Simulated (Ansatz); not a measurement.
Crystal: KBr.

```
Br K
1.0
     0.00000    3.30000    3.30000
     3.30000    0.00000    3.30000
     3.30000    3.30000    0.00000
Br K
1 1
Direct
  0.50000 0.50000 0.50000
  0.00000 0.00000 0.00000
```

```yaml
Program: Ansatz 0.2.0
Task: relaxation of cell and atoms
Functional: PBE
Potentials_or_basis: all-electron LAPW, scalar-relativistic
Basis_error_allowed: 0.001 eV/atom
k_mesh: 7 × 7 × 7
Occupations: fermi-dirac, width 0.05 eV
Spin: no spin polarisation
```

At the start: volume 35.94 Å³/atom.

Q: How do energy, volume and symmetry change on relaxing?

A: Over 4 steps the energy falls by 3.7 meV/atom and the volume is 37.60 Å³/atom (+4.6 %); space group Fm-3m (No. 225, to 0.05 Å).

Step by step:
```csv
step,energy change (eV),largest force (eV/Å),volume (Å³)
1,0.0000,0.0000,71.87
2,-0.0053,0.0000,73.46
3,-0.0074,0.0000,75.21
4,-0.0074,0.0000,75.21
```

Final structure:
```cif
data_structure
_symmetry_space_group_name_H-M 'P 1'
_symmetry_Int_Tables_number 1
_cell_length_a 4.7379
_cell_length_b 4.7379
_cell_length_c 4.7379
_cell_angle_alpha 60.000
_cell_angle_beta 60.000
_cell_angle_gamma 60.000
_cell_volume 75.21
loop_
_atom_site_label
_atom_site_type_symbol
_atom_site_fract_x
_atom_site_fract_y
_atom_site_fract_z
_atom_site_occupancy
Br1 Br 0.50000 0.50000 0.50000 1
K1 K 0.00000 0.00000 0.00000 1
```
